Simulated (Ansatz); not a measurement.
# Te2Mo in Ansatz: notebook, part 3 of 3

Ansatz 0.2.0. Earlier steps stand in the parts before.

### Step 6. Single point, PBE

Contents of input.yaml:

```yaml
crystal:
  lattice:
    - [6.3616090156, 0.0, 0.0]
    - [0.0, 3.48040306, 0.0]
    - [-0.0857412231, 0.0, 36.1758904685]
  atoms:
    - { symbol: Te, position: [0.4292511, 0.75, 0.54070358] }
    - { symbol: Te, position: [0.5707489, 0.25, 0.45929642] }
    - { symbol: Te, position: [0.92084787, 0.25, 0.55652732] }
    - { symbol: Te, position: [0.07915213, 0.75, 0.44347268] }
    - { symbol: Mo, position: [0.18134756, 0.25, 0.49746537] }
    - { symbol: Mo, position: [0.81865244, 0.75, 0.50253463] }
hamiltonian:
  xc: pbe
  pseudopotentials: { kind: paw }
kpoints:
  mp_grid: { grid: [4, 8, 1] }
scf:
  occupations: { method: gaussian, width: 0.011 }
output:
  forces: true
  stress: true
  eigenvalues: true
  write_density: true
  write_potential: true
  elf: true
  volumetric_format: npy
```

Potentials or basis: Ansatz PAW.

Launch:

```sh
$ ansatz run input.yaml --threads 2 --pin off --max-ram 5632MiB --backend cpu --events-out ev --progress --plain --runs-dir out
```

The program printed:

```text
Warning: RAYON_NUM_THREADS=2 ignored (pool sized by the plan → 2); use --threads N
Engine: ansatz 0.2.0, x86_64-unknown-linux-gnu
Pseudopotentials: kind: paw
Pseudopotential: Te, paw, valence charge 16, recommended cutoff 420 eV (normal), Te.paw.azcp
Pseudopotential: Mo, paw, valence charge 14, recommended cutoff 420 eV (normal), Mo.paw.azcp
Functional definition: PBE
  parameter kappa = 0.804
  parameter beta = 0.06672455060314922
  exchange = pbe_x(kappa = kappa, mu = beta*pi^2/3)
  correlation = pbe_c(beta = beta)
Crystal: 6 atoms, lattice volume = 800.969 Å³
Basis set: ecut = 420 eV, 15635 PW (Γ), exchange–correlation on 90×48×486 points (8 copies of the dense FFT grid, shifted against one another)
Bands: 56, of which v1, the nominal top of the filled ones, is band 46 counted from 1 (45 counted from 0)
Symmetry: 4 space group operations
Space group: P21/m (ITA 11), of the structure as read, at distance tolerance 9.3e-5 Å
k-points: 15 of 32
Non-local potential: Te, projectors of the file, l = 0: 2, l = 1: 2, l = 2: 2, l = 3: 2
Non-local potential: Mo, projectors of the file, l = 0: 3, l = 1: 2, l = 2: 2, l = 3: 1
PAW form: soft (Blöchl's): semilocal exchange-correlation on the pseudo side does not see the compensation charge
PAW one-centre angular grid: Te, 590 points (default); XC on 64 Gauss nodes
[... 19 lines left out ...]
Internal energy: -37833.372043 eV  (E = F + TS)
E sigma→0 (E₀):  -37833.372237 eV
Entropy (-TS):   -0.000388 eV (-0.065 meV/atom)
Fermi energy:    -1.378249 eV
--- Per-component energies (eV) ---
  E_band       = -2427.073502
  E_kinetic    = 1605.799138
  E_local      = -157185.743895  (includes V_loc(G=0)·N_el)
  E_nonlocal   = -953.602503
  E_hartree    = 78395.544116
  E_xc         = -864.216827
  E_vxc        = -874.700686  (∫ρ·V_xc dr)
  E_paw        = -25053.486057  (= ΣΔE_a)
  E_vpaw       = -1809.897581  (= ΣTr[D̂ρ^β])
  E_aug_tail   = -0.000655  (compensation charges beyond the density's cutoff)
  E_ewald      = 66222.334639
  E_smearing   = -0.000388  (= −TS)
  E_closure    = 0.000000  (closes the sum)
  Σ components = -37833.372431   (vs F -37833.372431, Δ=0.00e0)
--- Forces (eV/Å), atoms counted from 1 ---
  atom   1  Te     0.04653649     0.00000000     0.06462196
  atom   2  Te    -0.04653649     0.00000000    -0.06462196
  atom   3  Te    -0.01644125     0.00000000     0.25040850
  atom   4  Te     0.01644125     0.00000000    -0.25040850
  atom   5  Mo     0.06226984     0.00000000     0.02131406
  atom   6  Mo    -0.06226984     0.00000000    -0.02131406
  max |Σ_I F_I| component: 1.39e-17 eV/Å
--- Stress (GPa, compression-positive) ---
        0.112992       0.000000       0.011668
        0.000000       0.023721       0.000000
        0.011668       0.000000       0.242111
  P = ⅓ Tr σ = 0.1263 GPa (1.263 kbar)
--- Band table (eV; the first three rows and the last of 15) ---
  k-point 0: bands = ["-62.3936", "-62.3365", "-38.2851", "-38.2781", "-38.2672", "-38.2663", "-38.2358", "-38.2284", "-38.2147", "-38.2002", "-38.1901", "-38.1877", "-38.1232", "-38.1203", "-38.1076", "-38.1053", "-38.0571", "-38.0464", "-38.0072", "-37.9998", "-37.9905", "-37.9864", "-36.6244", "-36.5609", "-36.5181", "-36.4047", "-36.3500", "-36.2046", "-14.1606", "-13.2074", "-12.3986", "-12.1832", "-6.9494", "-6.2976", "-5.9841", "-5.2706", "-4.0698", "-3.8199", "-3.7062", "-3.3010", "-3.0293", "-2.6587", "-2.3188", "-1.9693", "-1.6776", "-1.2074", "-0.7327", "-0.3036", "0.3337", "0.7477", "0.8738", "1.8855", "2.0160", "2.0284", "2.5236", "2.8166"]
  k-point 1: bands = ["-62.3907", "-62.3378", "-38.2822", "-38.2749", "-38.2678", "-38.2678", "-38.2370", "-38.2300", "-38.2139", "-38.2005", "-38.1903", "-38.1880", "-38.1199", "-38.1173", "-38.1091", "-38.1069", "-38.0577", "-38.0480", "-38.0071", "-38.0000", "-37.9901", "-37.9861", "-36.6230", "-36.5797", "-36.5093", "-36.4193", "-36.3416", "-36.2063", "-13.9880", "-13.0986", "-12.3204", "-12.0739", "-6.7736", "-6.1126", "-5.9167", "-5.2021", "-4.2302", "-4.1274", "-3.8264", "-3.5737", "-3.0645", "-2.7057", "-2.4336", "-2.2156", "-1.7140", "-1.5255", "-1.3782", "-0.0640", "0.5266", "0.5739", "0.6948", "1.0013", "1.4459", "1.9477", "2.7808", "3.0329"]
  k-point 2: bands = ["-62.3826", "-62.3421", "-38.2775", "-38.2719", "-38.2668", "-38.2667", "-38.2400", "-38.2341", "-38.2119", "-38.2017", "-38.1905", "-38.1886", "-38.1131", "-38.1130", "-38.1093", "-38.1091", "-38.0591", "-38.0518", "-38.0067", "-38.0008", "-37.9888", "-37.9855", "-36.6287", "-36.6210", "-36.4883", "-36.4402", "-36.3249", "-36.2161", "-13.4963", "-12.8002", "-12.1295", "-11.8155", "-6.3381", "-5.9806", "-5.4884", "-5.1928", "-5.0279", "-4.3729", "-4.2345", "-4.1220", "-3.4061", "-3.1374", "-3.0995", "-2.6714", "-2.2444", "-1.7480", "-1.2052", "-0.3402", "0.1794", "0.5560", "0.6913", "0.7697", "1.5653", "1.8502", "3.2909", "3.6057"]
  k-point 14: bands = ["-62.3596", "-62.3596", "-38.2782", "-38.2782", "-38.2570", "-38.2570", "-38.2423", "-38.2423", "-38.2064", "-38.2064", "-38.1897", "-38.1897", "-38.1157", "-38.1157", "-38.0996", "-38.0996", "-38.0591", "-38.0591", "-38.0032", "-38.0032", "-37.9858", "-37.9858", "-36.6755", "-36.6755", "-36.4477", "-36.4477", "-36.2652", "-36.2652", "-12.2250", "-12.2250", "-11.8091", "-11.8091", "-7.0514", "-7.0514", "-6.0116", "-6.0116", "-4.6764", "-4.6764", "-3.7444", "-3.7444", "-3.6508", "-3.6508", "-3.0856", "-3.0856", "-2.2249", "-2.2249", "-0.2784", "-0.2784", "0.5203", "0.5203", "0.9315", "0.9315", "2.0551", "2.0551", "3.1812", "3.1812"]
```

v_z.tsv:

```text
# z_ang	v_es[eV]	v_tot_of_output_density[eV]	v_es_of_output_density[eV]
# format = ansatz-planar-average/11
# xc	pbe
# density_cutoff_ev	1680
# datasets	Te=:simpson_from_first_knot:soft	Mo=:simpson_from_first_knot:soft
# lattice	6.361609016	0.000000000	0.000000000
# lattice	0.000000000	3.480403060	0.000000000
# lattice	-0.085741223	0.000000000	36.175890469
# sites	6
# site	52	2.684367081	2.610302295	19.560433486
# site	52	3.591500711	0.870100765	16.615456982
# site	52	5.810356779	0.870100765	20.132871371
# site	52	0.465511014	2.610302295	16.043019097
# site	42	1.111008983	0.870100765	17.996252737
# site	42	5.164858809	2.610302295	18.179637732
0.000000	3.215334e0	3.194634e0	3.215307e0
0.148872	3.215145e0	3.194671e0	3.215118e0
0.297745	3.215334e0	3.194828e0	3.215307e0
0.446617	3.215145e0	3.194832e0	3.215118e0
0.595490	3.215334e0	3.194718e0	3.215307e0
0.744362	3.215145e0	3.194781e0	3.215117e0
[... 235 lines left out ...]
35.878247	3.215334e0	3.194828e0	3.215307e0
36.027120	3.215145e0	3.194671e0	3.215118e0
```

Run time: 47 s. Hardware: 2 threads of Intel Xeon at 2.50GHz (Skylake/Cascade Lake), shared host; peak memory 1.3 GiB.

Results:

- Free energy: -37833.3724 eV
- Largest force: 0.251 eV/Å
- Band gap on the k mesh: none (metal or under the smearing width)

Forces in eV/Å, atoms in the order of the input:
```
Te   0.047  0.000  0.065
Te  -0.047  0.000 -0.065
Te  -0.016  0.000  0.250
Te   0.016  0.000 -0.250
Mo   0.062  0.000  0.021
Mo  -0.062  0.000 -0.021
```

Stress tensor (GPa, compression positive):
```
0.11 0.00 0.01
0.00 0.02 0.00
0.01 0.00 0.24
```

Levels at points of the mesh, in eV from the Fermi level:
| k point | band 42 | band 43 | band 44 | band 45 | band 46 | band 47 | band 48 | band 49 | band 50 | band 51 |
| --- | --- | --- | --- | --- | --- | --- | --- | --- | --- | --- |
| (0.00, 0.00, 0.00) | -1.28 | -0.94 | -0.59 | -0.30 | 0.17 | 0.65 | 1.07 | 1.71 | 2.13 | 2.25 |
| (0.00, -0.50, 0.00) | -2.54 | -1.60 | -1.60 | -1.39 | -1.39 | 1.18 | 1.18 | 1.45 | 1.45 | 2.01 |
| (-0.50, 0.00, 0.00) | -1.30 | -1.25 | -0.81 | -0.77 | -0.65 | 0.11 | 1.08 | 1.46 | 1.82 | 2.83 |
| (-0.50, -0.50, 0.00) | -2.27 | -1.71 | -1.71 | -0.85 | -0.85 | 1.10 | 1.10 | 1.90 | 1.90 | 2.31 |

### Step 7. Summary

| task | level | cell | smearing | gap on the mesh (eV) | relaxed volume (Å³/atom) | largest force (eV/Å) |
| --- | --- | --- | --- | --- | --- | --- |
| relaxation of cell and atoms | BLYP | relaxed | fermi-dirac 0.05 eV | none | 141.22 | - |
| single point | PBE | as given | gaussian 0.012 eV | none | - | 0.25 |
| relaxation of cell and atoms | PBEsol+D3(BJ) | relaxed | fermi-dirac 0.05 eV | - | 125.27 | 0.01 |
| relaxation of cell and atoms | PBEsol+D4 | relaxed | fermi-dirac 0.05 eV | - | 128.78 | 0.01 |
| single point | PBE | as given | gaussian 0.011 eV | none | - | 0.25 |

Alike in all rows: potentials or basis Ansatz PAW; no spin polarisation; k mesh 4 × 8 × 1; cutoff (eV) 420.

Caveats: the plane-wave basis is chosen anew once the cell has moved, so the energies of steps on either side of that aren't comparable (some runs); the PAW data sets come from PBE, with cores solved anew for the run's functional, which leaves a small shift of forces and pressure (some runs).

Total energies depend on the potentials used, so only differences within one code and one set of settings carry meaning.
